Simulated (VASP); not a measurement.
# O: equation of state with PBE

Crystal: O.

```
O
1.0
     0.00000    1.88989    3.89884
     1.50177    0.00000    3.89884
     1.50177    1.88989    0.00000
O
2
Direct
  0.57890 0.57890 0.42110
  0.42110 0.42110 0.57890
```

| Property | Result |
| --- | --- |
| Program | VASP 6.6.1 |
| Task | equation of state |
| Functional | PBE |
| Potentials or basis | VASP PAW PBE potentials, release 64 (O) |
| Cutoff | 520 eV |
| k mesh | 12 × 12 × 12 |
| Occupations | fermi-dirac, width 0.05 eV |
| Spin | no spin polarisation |
| Further INCAR settings | ALGO = Normal; EDIFF = 1e-07; NBANDS = 13 |

* Equilibrium volume: 11.18 Å³/atom
* Bulk modulus at fixed shape and positions: 113 GPa
* Pressure derivative of the bulk modulus: 4.3

Energy against volume, from the lowest point:
| volume (Å³/atom) | energy (meV/atom) |
| --- | --- |
| 10.402 | 21.75 |
| 10.623 | 10.63 |
| 10.844 | 3.54 |
| 11.066 | 0.13 |
| 11.287 | 0.00 |
| 11.508 | 2.82 |
| 11.730 | 8.31 |

All runs of the series together: 12 min on 1 thread of AMD EPYC 7R13 Processor (Zen 3) (shared host).

Caveat: the standard files for N, O and F lose accuracy on very short bonds; spin is off for a triplet molecule; the cell was scaled at fixed shape and fractional positions, which overstates the stiffness of a crystal with free parameters, most of all of layers and chains.
